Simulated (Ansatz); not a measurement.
# Ir: a surface, (111), 6 layers, part 2 of 2

Aim: cut a slab of Ir (111), 6 layers from the relaxed bulk, relax it, and get surface energy and work function. The runs shown use PAW. Its runs: bulk cell relaxed (PAW); bulk in the slab's orientation (PAW); the reference run (PAW); atoms relaxed (PAW); field of 0.2 V/Å along the normal (PAW); core holes in 4f of Ir (PAW).

Ansatz 0.2.0; DFT PBEsol; a cell built from a prototype (fcc type), not taken from measurement. Earlier steps stand in the parts before.

## 5. Slab as cut, PAW

Input file input.yaml:

```yaml
crystal:
  lattice:
    - [2.7091695293, 0.0, 0.0]
    - [-1.3545847646, 2.3462096355, 0.0]
    - [0.0, 0.0, 27.0601]
  atoms:
    - { symbol: Ir, position: [0.1666666665, 0.3333333335, 0.2956375199] }
    - { symbol: Ir, position: [0.5000000005, 0.9999999995, 0.3773825118] }
    - { symbol: Ir, position: [0.8333333335, 0.6666666665, 0.4591275037] }
    - { symbol: Ir, position: [0.1666666665, 0.3333333335, 0.5408724956] }
    - { symbol: Ir, position: [0.5000000005, 0.9999999995, 0.6226174882] }
    - { symbol: Ir, position: [0.8333333335, 0.6666666665, 0.7043624801] }
kpoints:
  mp_grid: { grid: [14, 14, 1] }
scf:
  occupations: { method: fermi_dirac, width: 0.08 }
hamiltonian:
  xc: pbesol
  pseudopotentials: { kind: paw }
output:
  forces: true
  stress: true
  eigenvalues: true
  populations: true
efield:
  axis: 3
  amplitude: 0
  dipole_correction: true
```

Launch:

```sh
$ ansatz run input.yaml --threads 2 --pin off --max-ram 5120MiB --backend cpu --events-out ev --progress --plain --runs-dir out
```

The program printed:

```text
Engine: ansatz 0.2.0
Pseudopotentials: kind: paw
Pseudopotential: Ir, paw, valence charge 17, recommended cutoff 420 eV (normal)
Functional definition: PBEsol
  exchange = pbesol_x
  correlation = pbesol_c
Crystal: 6 atoms, lattice volume = 172.002 Å³
Basis set: ecut = 420 eV, 3397 PW (Γ), exchange–correlation on 40×40×384 points (8 copies of the dense FFT grid, shifted against one another)
Bands: 62, of which v1, the nominal top of the filled ones, is band 51 counted from 1 (50 counted from 0)
Symmetry: 6 space group operations
k-points: 24 of 196 (time reversal used)
Non-local potential: Ir, projectors of the file, l = 0: 3, l = 1: 2, l = 2: 2, l = 3: 1
PAW form: soft (Blöchl's): semilocal exchange-correlation on the pseudo side does not see the compensation charge
PAW frozen core: Ir, regenerated for the run's functional, and the local potential with it (the file was generated under x = pbe(κ = 0.804, μ = 0.2195149727645171), c = pbe(β = 0.06672455060314922))
PAW one-centre angular grid: Ir, 590 points (default); XC on 64 Gauss nodes
Initial density: superposition of atomic densities (neutral atoms: chi_scale 0, normalization atom), corrected by the library's trained network
Initial wavefunctions: pseudopotential atomic-orbital guess
Functional: x = pbesol(κ = 0.804, μ = 0.12345679012345678), c = pbesol(β = 0.046)
SCF iter   1: F=—  HF=-70792.157387 eV  |F-HF|=—  |Δ(HF+E_count)|=         —  Δρ=1.15e-2  dr2=3.57e0  ethr=1.77e-3  p=0.000 e·Å  D=6.18e-11 V/Å  ΔV_dip=-0.00 eV  dr2_dipole=3.05e-8  V_vac-E_F(+/−)=5.27/5.27 eV  ⟨swp⟩=8.3  Hψ=6851  notcnv=0  defer=8
efield: sawtooth ramp at fractional position 0.9500 (placed from the atoms, in the widest stretch of the axis that holds none; the zero of the levels goes with the place), width 0.1000; the density the first Hamiltonian is built on has a dipole p = 0.000 e·Å; the dipole correction subtracts the counter field D = 6.18e-11 V/Å, which shifts the + side's vacuum level by -0.00 eV against the − side's; the planar-averaged density in the ramp window peaks in size at 7.7e-5 e/Å³
preconditioner: auto → LDOS  [metal: Δε(μ)=0.003 eV  Ē_g=6.820 eV  σ=0.080 eV  W_gap=0.01  n_scr=20 (ndim 8)  ℏωp=20.8 eV  f_vac=0.463  D(μ)=6.92/eV (n_scr^D=40)  β→1.0]
SCF iter   2: F=—  HF=-70792.111422 eV  |F-HF|=—  |Δ(HF+E_count)|=   4.60e-2  Δρ=3.29e-3  dr2=2.56e-2  ethr=1.77e-3  p=-0.000 e·Å  D=-4.69e-7 V/Å  ΔV_dip=0.00 eV  dr2_dipole=2.53e-7  V_vac-E_F(+/−)=5.62/5.62 eV  ⟨swp⟩=1.8  Hψ=1774  notcnv=0  defer=19
SCF iter   3: F=—  HF=-70792.107565 eV  |F-HF|=—  |Δ(HF+E_count)|=   3.86e-3  Δρ=1.72e-3  dr2=1.08e-2  ethr=2.51e-5  p=0.000 e·Å  D=3.03e-6 V/Å  ΔV_dip=-0.00 eV  dr2_dipole=9.88e-8  V_vac-E_F(+/−)=5.65/5.65 eV  ⟨swp⟩=3.3  Hψ=3390  notcnv=0  defer=19
SCF iter   4: F=—  HF=-70792.105101 eV  |F-HF|=—  |Δ(HF+E_count)|=   2.46e-3  Δρ=4.59e-4  dr2=6.98e-4  ethr=1.06e-5  p=0.000 e·Å  D=1.52e-6 V/Å  ΔV_dip=-0.00 eV  dr2_dipole=2.55e-8  V_vac-E_F(+/−)=5.63/5.63 eV  ⟨swp⟩=2.0  Hψ=2229  notcnv=0  defer=19
SCF iter   5: F=—  HF=-70792.104982 eV  |F-HF|=—  |Δ(HF+E_count)|=   1.19e-4  Δρ=8.99e-5  dr2=8.43e-5  ethr=6.85e-7  p=0.000 e·Å  D=1.51e-6 V/Å  ΔV_dip=-0.00 eV  dr2_dipole=8.49e-9  V_vac-E_F(+/−)=5.64/5.64 eV  ⟨swp⟩=2.7  Hψ=2973  notcnv=0  defer=19
SCF iter   6: F=—  HF=-70792.105351 eV  |F-HF|=—  |Δ(HF+E_count)|=   3.70e-4  Δρ=5.39e-5  dr2=1.14e-5  ethr=8.27e-8  p=0.000 e·Å  D=8.74e-7 V/Å  ΔV_dip=-0.00 eV  dr2_dipole=6.30e-10  V_vac-E_F(+/−)=5.64/5.64 eV  ⟨swp⟩=2.1  Hψ=2159  notcnv=0  defer=19
SCF iter   7: F=—  HF=-70792.105350 eV  |F-HF|=—  |Δ(HF+E_count)|=   1.09e-6  Δρ=1.69e-5  dr2=5.09e-7  ethr=1.11e-8  p=0.000 e·Å  D=6.09e-7 V/Å  ΔV_dip=-0.00 eV  dr2_dipole=2.84e-11  V_vac-E_F(+/−)=5.64/5.64 eV  ⟨swp⟩=2.6  Hψ=2395  notcnv=0  defer=19
SCF iter   8: F=-70792.105351 eV  HF=-70792.105351 eV  |F-HF|=1.39e-8  |Δ(HF+E_count)|=   1.97e-7  Δρ=4.49e-6  dr2=5.08e-8  ethr=9.80e-11  p=0.000 e·Å  D=3.04e-7 V/Å  ΔV_dip=-0.00 eV  dr2_dipole=5.88e-14  V_vac-E_F(+/−)=5.64/5.64 eV  ⟨swp⟩=13.4  Hψ=7453  notcnv=0
SCF 1 converged in 8 iterations: F = -70792.105351 eV  dr2 = 5.08e-8
SCF converged after 8 iterations
Free energy (F): -70792.105351 eV
Harris-Foulkes:  -70792.105351 eV  (|F-HF|=1.39e-8)
Internal energy: -70791.964190 eV  (E = F + TS)
E sigma→0 (E₀):  -70792.034770 eV
Entropy (-TS):   -0.141161 eV (-23.527 meV/atom)
Fermi energy:    9.758999 eV
Dipole field:    D = -0.000000 V/Å  (p = -0.000000 e·Å, saw-weighted, corrected)
Work function:   Φ+ = 5.6403 eV   Φ− = 5.6403 eV
Levels:          The Fermi level and band energies are counted from a zero that moves with the ramp; work functions are not
--- Per-component energies (eV) ---
  E_band       = -2108.521685
  E_kinetic    = 3732.468193
  E_local      = -182792.761066  (includes V_loc(G=0)·N_el)
  E_nonlocal   = 456.071362
  E_hartree    = 89847.693375
  E_xc         = -1595.012604
  E_vxc        = -1792.849806  (∫ρ·V_xc dr)
  E_paw        = -54532.163153  (= ΣΔE_a)
  E_vpaw       = -1406.892327  (= ΣTr[D̂ρ^β])
  E_aug_tail   = 0.000314  (compensation charges beyond the density's cutoff)
  E_efield     = 0.000000  (sawtooth field / dipole correction)
  E_vefield    = -0.000000  (∫n·V_field dr)
  E_ewald      = 74090.147681
  E_core_change = 1.591709  (= ΣΔE_core)
  E_smearing   = -0.141161  (= −TS)
  E_closure    = 0.000000  (closes the sum)
  Σ components = -70792.105351   (vs F -70792.105351, Δ=0.00e0)
--- Forces (eV/Å), atoms counted from 1 ---
  atom   1  Ir     0.00000000     0.00000000     0.48437053
  atom   2  Ir     0.00000000     0.00000000    -0.32635596
  atom   3  Ir    -0.00000000    -0.00000000    -0.19891803
  atom   4  Ir     0.00000000     0.00000000     0.19891851
  atom   5  Ir    -0.00000000    -0.00000000     0.32635471
  atom   6  Ir    -0.00000000    -0.00000000    -0.48436975
  max |Σ_I F_I| component: 9.06e-9 eV/Å
--- Stress (GPa, compression-positive) ---
       -4.763556       0.000000      -0.000000
        0.000000      -4.763556      -0.000000
       -0.000000      -0.000000      -2.563914
  P = ⅓ Tr σ = -4.0303 GPa (-40.303 kbar)
--- Band table (eV; the first three rows and the last of 24) ---
  k-point 0: bands = ["-83.1267", "-83.1142", "-83.0921", "-83.0705", "-82.5641", "-82.5641", "-40.3292", "-40.1542", "-39.9171", "-39.6906", "-39.6714", "-39.6714", "-39.6487", "-39.6487", "-39.6125", "-39.6125", "-39.5782", "-39.5782", "-39.2645", "-39.2612", "-39.1238", "-39.1238", "-39.1238", "-39.1238", "-1.1471", "-0.3290", "0.7167", "1.4774", "1.8914", "1.9342", "5.5358", "5.5511", "5.8532", "5.8532", "5.9285", "5.9831", "5.9831", "6.1082", "6.1082", "6.2291", "6.2291", "6.3039", "6.7562", "6.7562", "6.8057", "6.8057", "7.4395", "8.5438", "8.5438", "8.6006", "8.6006", "8.9423", "8.9423", "9.3807", "9.5770", "9.5770", "9.7729", "10.2518", "10.2518", "10.6303", "10.6303", "15.1398"]
  k-point 1: bands = ["-83.1238", "-83.1118", "-83.0901", "-83.0688", "-82.5619", "-82.5619", "-40.3182", "-40.1487", "-39.9203", "-39.7119", "-39.6972", "-39.6809", "-39.6734", "-39.6570", "-39.6313", "-39.6194", "-39.6089", "-39.5838", "-39.2616", "-39.2591", "-39.1540", "-39.1540", "-39.1312", "-39.1312", "-0.9458", "-0.1336", "0.9117", "1.6754", "2.0894", "2.1335", "5.3142", "5.3785", "5.6838", "5.7942", "5.9320", "6.0105", "6.0137", "6.0921", "6.2610", "6.2682", "6.3034", "6.3774", "6.6223", "6.7665", "6.8939", "6.9575", "7.1395", "8.2331", "8.2716", "8.5956", "8.6770", "8.8053", "8.8996", "8.9785", "9.2301", "9.5879", "10.0517", "10.2618", "10.6479", "11.0228", "11.6207", "15.2861"]
  k-point 2: bands = ["-83.1158", "-83.1048", "-83.0844", "-83.0643", "-82.5557", "-82.5557", "-40.2873", "-40.1354", "-39.9376", "-39.7928", "-39.7701", "-39.7385", "-39.7069", "-39.6903", "-39.6802", "-39.6572", "-39.6389", "-39.6000", "-39.2577", "-39.2569", "-39.2348", "-39.2342", "-39.1516", "-39.1516", "-0.3738", "0.4113", "1.4410", "2.2078", "2.6242", "2.6732", "4.7799", "5.0694", "5.2391", "5.3651", "5.5941", "5.8870", "6.1592", "6.2575", "6.3490", "6.4736", "6.4778", "6.6008", "6.7273", "6.7840", "6.7950", "7.2381", "7.3880", "7.7508", "7.9879", "8.0459", "8.2812", "8.6059", "8.7533", "9.0432", "9.6057", "9.6344", "10.2839", "10.6933", "10.8490", "12.1396", "13.0355", "15.7243"]
  k-point 23: bands = ["-83.0553", "-83.0553", "-83.0463", "-83.0435", "-82.5143", "-82.5143", "-40.2131", "-40.1758", "-40.1569", "-40.1485", "-40.0705", "-40.0644", "-40.0330", "-39.9838", "-39.8823", "-39.8537", "-39.8056", "-39.7823", "-39.5711", "-39.5706", "-39.4861", "-39.4859", "-39.2174", "-39.2173", "3.1853", "3.4237", "3.5925", "3.7514", "4.0109", "4.0787", "4.3011", "4.4057", "4.4645", "4.7436", "4.8275", "5.4681", "5.6633", "5.8687", "6.0143", "6.6271", "6.6755", "7.0399", "7.0533", "7.6655", "7.9379", "8.1668", "8.4673", "8.6287", "9.7145", "9.7959", "10.1063", "10.2107", "10.4210", "10.4719", "14.8124", "14.8808", "15.5881", "15.6918", "15.8749", "16.3796", "16.5931", "17.5067"]
--- Löwdin populations: 6 sites ---
  site symbol       q [e]
     0     Ir     16.8452
     1     Ir     16.7626
     2     Ir     16.7984
     3     Ir     16.7984
     4     Ir     16.7626
     5     Ir     16.8452
  spilling = 0.011643 (of n_electrons = 102.000000)
```

It took 6.9 s on 2 threads of Intel Xeon 6975P-C (Granite Rapids), shared host; peak memory 0.56 GiB.

This run gives: no gap; largest force 0.484 eV/Å; work function 5.64 eV.

## 6. Atoms relaxed, PAW

Changes to input.yaml since step 5:

```diff
@@ -23,3 +23,5 @@
   eigenvalues: true
-  populations: true
+relax:
+  f_tol: 0.01
+  max_steps: 40
 efield:
```

Launch:

```sh
$ ansatz run input.yaml --threads 2 --pin off --max-ram 5120MiB --backend cpu --events-out ev --progress --plain --runs-dir out
```

The program printed, cut to the lines that bear on the results:

```text
Warning: output.stress: scf.convergence.dr2_threshold = 1e-7 eV (the SCF's general default) is looser than the 6e-10 eV advised for a printed stress (1e-10 eV for each atom of the cell: 6). What an SCF threshold leaves in a stress goes as its square root, and in the free energy as the [...]
[... 3 set-up lines as earlier in the session ...]
[...]
Crystal: 6 atoms, lattice volume = 172.002 Å³
Basis set: ecut = 420 eV, 3397 PW (Γ), exchange–correlation on 40×40×384 points (8 copies of the dense FFT grid, shifted against one another)
Bands: 62, of which v1, the nominal top of the filled ones, is band 51 counted from 1 (50 counted from 0)
[... 1 set-up line as earlier in the session ...]
k-points: 24 of 196 (time reversal used)
[...]
SCF iter   1: F=—  HF=-70792.157385 eV  |F-HF|=—  |Δ(HF+E_count)|=         —  Δρ=1.15e-2  dr2=3.57e0  ethr=1.77e-3  p=0.000 e·Å  D=6.20e-11 V/Å  ΔV_dip=-0.00 eV  dr2_dipole=3.05e-8  V_vac-E_F(+/−)=5.27/5.27 eV  ⟨swp⟩=8.3  Hψ=6851  notcnv=0  defer=8
[...]
relax step   1: F+E_penalty+E_count = -70792.10535056 eV  Δ(F+E_penalty+E_count) = +0.000e0 eV  max|allowed force component| = 4.844e-1 eV/Å  Δτ_max = 0.0000 Å  (8 SCF iters, dr2 threshold 2.50e-6 eV, accepted)
[...]
relax step   2: F+E_penalty+E_count = -70792.07221559 eV  Δ(F+E_penalty+E_count) = +3.313e-2 eV  max|allowed force component| = 8.265e-1 eV/Å  Δτ_max = 0.1337 Å  (7 SCF iters, dr2 threshold 1.47e-5 eV, rejected (line search))
[...]
SCF iter   7: F=—  HF=-70792.129382 eV  |F-HF|=—  |Δ(HF+E_count)|=   1.32e-6  Δρ=1.03e-5  dr2=2.47e-7  ethr=6.89e-9  p=-0.000 e·Å  D=-4.92e-9 V/Å  ΔV_dip=0.00 eV  dr2_dipole=2.86e-12  V_vac-E_F(+/−)=5.61/5.61 eV  ⟨swp⟩=2.0  Hψ=1956  notcnv=0  defer=19
```

## 7. The log goes on: atoms relaxed, PAW files

Output, continued, cut to the lines that bear on the results:

```text
SCF iter   8: F=-70792.129382 eV  HF=-70792.129382 eV  |F-HF|=5.57e-9  |Δ(HF+E_count)|=   1.56e-7  Δρ=2.30e-6  dr2=3.24e-8  ethr=9.80e-11  p=-0.000 e·Å  D=-8.87e-9 V/Å  ΔV_dip=0.00 eV  dr2_dipole=4.62e-15  V_vac-E_F(+/−)=5.61/5.61 eV  ⟨swp⟩=12.8  Hψ=6636  notcnv=0
[...]
relax step   3: F+E_penalty+E_count = -70792.12938199 eV  Δ(F+E_penalty+E_count) = -2.403e-2 eV  max|allowed force component| = 5.979e-2 eV/Å  Δτ_max = 0.0552 Å  (8 SCF iters, accepted)
[...]
relax step   4: F+E_penalty+E_count = -70792.12971892 eV  Δ(F+E_penalty+E_count) = -3.369e-4 eV  max|allowed force component| = 4.537e-3 eV/Å  Δτ_max = 0.0039 Å  (6 SCF iters, dr2 threshold 2.23e-7 eV, accepted)
[...]
relax step   5: F+E_penalty+E_count = -70792.12971892 eV  Δ(F+E_penalty+E_count) = -6.519e-9 eV  max|allowed force component| = 4.512e-3 eV/Å  Δτ_max = 0.0000 Å  (2 SCF iters, accepted)
SCF converged after 2 iterations
[...]
  atom   6  Ir    -0.00000000    -0.00000000     0.00038769
[...]
--- Stress (GPa, compression-positive) ---
       -3.888380       0.000000      -0.000000
        0.000000      -3.888380      -0.000000
       -0.000000      -0.000000      -0.001674
  P = ⅓ Tr σ = -2.5928 GPa (-25.928 kbar)
--- Band table (eV; the first three rows and the last of 24) ---
[...]
--- Relaxed structure (5 steps of the walk, 4 accepted, 0 SCFs on fresh bases) ---
  F+E_penalty+E_count = -70792.12971892 eV   max|allowed force component| = 4.512e-3 eV/Å
  atoms:
    - { symbol: Ir, position: [0.16666666666666666, 0.3333333333333333, 0.2975314505697192] }
    - { symbol: Ir, position: [0.49999999999999994, 1.0, 0.37758780285841337] }
    - { symbol: Ir, position: [0.8333333333333335, 0.6666666666666666, 0.4590008067812456] }
    - { symbol: Ir, position: [0.16666666666666666, 0.3333333333333333, 0.5409991932222407] }
    - { symbol: Ir, position: [0.49999999999999994, 1.0, 0.622412196415991] }
    - { symbol: Ir, position: [0.8333333333333335, 0.6666666666666666, 0.7024685494523899] }
```

It took 26 s on 2 threads of Intel Xeon 6975P-C (Granite Rapids), shared host; peak memory 0.58 GiB.

Relaxation path:

| step | energy from step 1 (eV/cell) | largest force component (eV/Å) |
| --- | --- | --- |
| 1 | 0.0000 | 0.4844 |
| 2x | 0.0331 | 0.8265 |
| 3 | -0.0240 | 0.0598 |
| 4 | -0.0244 | 0.0045 |
| 5 | -0.0244 | 0.0045 |

Step 1 is the start. Step 5 solves the same geometry again. 1 step was tried and not accepted (marked x).

The largest move, 0.05 Å, is shared by several atoms, Ir1 among them.

Read from it: no gap; largest force 0.005 eV/Å; work function 5.61 eV.

## 8. Field of 0.2 V/Å along the normal, PAW

Input file input.yaml:

```yaml
crystal:
  lattice:
    - [2.7091695293, 0.0, 0.0]
    - [-1.3545847646, 2.3462096355, 0.0]
    - [0.0, 0.0, 27.0601]
  atoms:
    - { symbol: Ir, position: [0.1666666667, 0.3333333333, 0.2975314506] }
    - { symbol: Ir, position: [0.5, 1.0, 0.3775878029] }
    - { symbol: Ir, position: [0.8333333333, 0.6666666667, 0.4590008068] }
    - { symbol: Ir, position: [0.1666666667, 0.3333333333, 0.5409991932] }
    - { symbol: Ir, position: [0.5, 1.0, 0.6224121964] }
    - { symbol: Ir, position: [0.8333333333, 0.6666666667, 0.7024685495] }
kpoints:
  mp_grid: { grid: [14, 14, 1] }
scf:
  occupations: { method: fermi_dirac, width: 0.08 }
hamiltonian:
  xc: pbesol
  pseudopotentials: { kind: paw }
output:
  forces: true
  stress: true
  eigenvalues: true
efield:
  axis: 3
  amplitude: 0.2
  dipole_correction: true
```

Launch:

```sh
$ ansatz run input.yaml --threads 2 --pin off --max-ram 5120MiB --backend cpu --events-out ev --progress --plain --runs-dir out
```

The program printed, cut to the lines that bear on the results:

```text
[...]
[... 3 set-up lines as earlier in the session ...]
[...]
Crystal: 6 atoms, lattice volume = 172.002 Å³
Basis set: ecut = 420 eV, 3397 PW (Γ), exchange–correlation on 40×40×384 points (8 copies of the dense FFT grid, shifted against one another)
Bands: 62, of which v1, the nominal top of the filled ones, is band 51 counted from 1 (50 counted from 0)
[... 1 set-up line as earlier in the session ...]
k-points: 24 of 196 (time reversal used)
[...]
SCF iter   1: F=—  HF=-70792.933519 eV  |F-HF|=—  |Δ(HF+E_count)|=         —  Δρ=3.71e-2  dr2=2.52e0  ethr=2.46e-3  p=0.098 e·Å  D=1.03e-1 V/Å  ΔV_dip=-2.80 eV  dr2_dipole=1.08e-2  V_vac-E_F(+/−)=7.61/5.67 eV  ⟨swp⟩=1.3  Hψ=8368  notcnv=0
[...]
Fermi energy:    9.780762 eV
Dipole field:    D = 0.105374 V/Å  (p = 0.100162 e·Å, saw-weighted, corrected)
Work function:   not extracted (applied field tilts the vacuum); planar V_es + V_field profile in the machine report
Levels:          The Fermi level and band energies are counted from a zero that moves with the ramp; work functions are not
[...]
--- Forces (eV/Å), atoms counted from 1 ---
  atom   1  Ir     0.00000000     0.00000000    -0.00334931
  atom   2  Ir     0.00000000     0.00000000     0.00197728
  atom   3  Ir    -0.00000000    -0.00000000    -0.00190134
  atom   4  Ir     0.00000000     0.00000000     0.00714535
  atom   5  Ir    -0.00000000    -0.00000000    -0.00253221
  atom   6  Ir    -0.00000000    -0.00000000    -0.00135394
[...]
--- Stress (GPa, compression-positive) ---
       -3.878555       0.000000      -0.000000
        0.000000      -3.878555      -0.000000
       -0.000000      -0.000000       0.004998
  P = ⅓ Tr σ = -2.5840 GPa (-25.840 kbar)
--- Band table (eV; the first three rows and the last of 24) ---
[...]
```

It took 7.3 s on 2 threads of Intel Xeon 6975P-C (Granite Rapids), shared host; peak memory 0.54 GiB.

This run gives: no gap; largest force 0.007 eV/Å.

## 9. Core holes in 4f of Ir, PAW

Changes to input.yaml since step 8:

```diff
@@ -23,5 +23,5 @@
   eigenvalues: true
-efield:
-  axis: 3
-  amplitude: 0.2
-  dipole_correction: true
+  core_levels:
+    shells: { Ir: ["4f"] }
+    counted_from: fermi_level
+    add_spin: false
```

Launch:

```sh
$ ansatz run input.yaml --threads 2 --pin off --max-ram 5120MiB --backend cpu --events-out ev --progress --plain --runs-dir out
```

The program printed, cut to the lines that bear on the results:

```text
[...]
[... 3 set-up lines as earlier in the session ...]
[...]
Crystal: 6 atoms, lattice volume = 172.002 Å³
Basis set: ecut = 420 eV, 3397 PW (Γ), exchange–correlation on 40×40×384 points (8 copies of the dense FFT grid, shifted against one another)
Bands: 62, of which v1, the nominal top of the filled ones, is band 51 counted from 1 (50 counted from 0)
Symmetry: 12 space group operations
Space group: P-3m1 (ITA 164), of the structure as read, at distance tolerance 5.6e-5 Å
k-points: 24 of 196
[...]
SCF iter   1: F=—  HF=-70792.165146 eV  |F-HF|=—  |Δ(HF+E_count)|=         —  Δρ=9.76e-3  dr2=2.37e0  ethr=1.77e-3  ⟨swp⟩=8.2  Hψ=6777  notcnv=0  defer=8
[...]
--- Stress (GPa, compression-positive) ---
       -3.888470       0.000000      -0.000000
        0.000000      -3.888470      -0.000000
       -0.000000      -0.000000      -0.001513
  P = ⅓ Tr σ = -2.5928 GPa (-25.928 kbar)
--- Band table (eV; the first three rows and the last of 24) ---
[...]
--- Core levels from the Fermi level (as output.core_levels.counted_from types it; a hole's nearest image at 2.7 Å) ---
  the holes have no spin, as output.core_levels.add_spin types it
  atom         alike  shell      binding/eV   shift/eV difference/eV images/eV   SCF
  Ir 0             2     4f          61.139     +0.000        61.139         –    11
  Ir 1             2     4f          61.749     +0.610        61.749         –    10
  Ir 2             2     4f          61.698     +0.559        61.698         –    10
  the dataset of Ir with a 4f hole: scattering error 0.008 eV; free atom: scalar-relativistic, large and small components
  the two lines of Ir's 4f: 4f5/2 +1.702 eV and 4f7/2 -1.276 eV off its levels, 3 : 4 in strength
```

Run time: 26 s. Hardware: 2 threads of Intel Xeon 6975P-C (Granite Rapids), shared host; peak memory 0.62 GiB.

Read from it: no gap; largest force 0.005 eV/Å.

## 10. All runs together

| run | surface energy (J/m²) | work function (eV; upper / lower face where they differ) | gap (eV) | largest force (eV/Å) | time |
| --- | --- | --- | --- | --- | --- |
| Slab as cut, PAW | 2.695 | 5.64 | none | 0.484 | 6.9 s |
| Atoms relaxed, PAW | 2.665 | 5.61 | none | 0.005 | 26 s |
| Field of 0.2 V/Å along the normal, PAW | – | – | none | 0.007 | 7.3 s |
| Core holes in 4f of Ir, PAW | – | – | none | 0.005 | 26 s |

Surface energy: (F of the slab less that of as many bulk atoms) over twice the area, the bulk computed in the slab's orientation.

Core-hole binding energies as the program printed them (eV):

| atom | atoms alike | shell | binding | shift |
| --- | --- | --- | --- | --- |
| Ir1 | 2 | 4f | 61.14 | 0.00 |
| Ir2 | 2 | 4f | 61.75 | 0.61 |
| Ir3 | 2 | 4f | 61.70 | 0.56 |

## 11. Results

What follows sums up all 2 parts.

| quantity | value |
| --- | --- |
| surface energy (PAW, relaxed) | 2.66 J/m² |
| work function (PAW, relaxed) | 5.61 eV |
| outer layer spacing (PAW) | 2.21 → 2.17 Å |
| core-level shifts among the layers (PAW holes) | Ir1 +0.00, Ir2 +0.61, Ir3 +0.56 eV |

**Reading.** By PAW the surface costs 2.70 J/m² as cut and 2.66 J/m² relaxed. The outermost spacing changes by -2.1 % (PAW). The field of 0.2 V/Å along the normal induces a dipole of 0.100 e·Å per cell (PAW). Thickness wasn't converged, and no reconstruction was sought. Spin-orbit coupling is left out, though the cell holds Ir; in elements this heavy it can shift bands and gaps by tenths of an eV.
